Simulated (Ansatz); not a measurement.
## Barrier of one jump, Si in Si$_{2}$Mo

These are results of Ansatz 0.2.0, DFT PBE, scalar-relativistic, plane waves, PAW, not measurements. (420 eV cutoff, 4×4×3 k-mesh, shifted by half a step, Gaussian smearing of 0.10 eV, no spin polarisation)

Host crystal, relaxed:

```
Si Mo
1.0
    -1.60842    1.60842    3.93651
     1.60842   -1.60842    3.93651
     1.60842    1.60842   -3.93651
Si Mo
2 1
Direct
  0.33510 0.33510 0.00000
  0.66490 0.66490 0.00000
  0.00000 0.00000 0.00000
```

In a supercell of 24 host sites, interstitial Si hops to an equivalent place, moving 2.27 Å between the relaxed ends. Climbing-image nudged elastic band at fixed cell with images 0 (start) to 6 (end), the path measured over all atoms, converged to 0.05 eV/Å; the order of the saddle wasn't checked, and the small cell leaves errors of about a tenth of an eV. At the top the atom squeezes straight between two others, where symmetry can hold a band on a ridge, so a bent path, such as one by way of a neighbouring hole, may have a much lower barrier.

Supercell rows in host cell vectors: 0 2 2; 2 0 2; 1 1 0. Si was set at (0.250, 0.750, 0.500) of the host cell.

At the relaxed start Si has 4 Si at 2.15 Å, 4 Mo at 2.57 Å.

Q: How high is the barrier, and where does the atom pass?

A: 2.51 eV at image 3, where Si has 2 Si at 2.02 Å, 2 Mo at 2.37 Å, 4 Si at 2.64 Å.

Cost: 1 run of about 38 core-minutes, on AMD EPYC 7B13 (Zen 3) (shared hosts).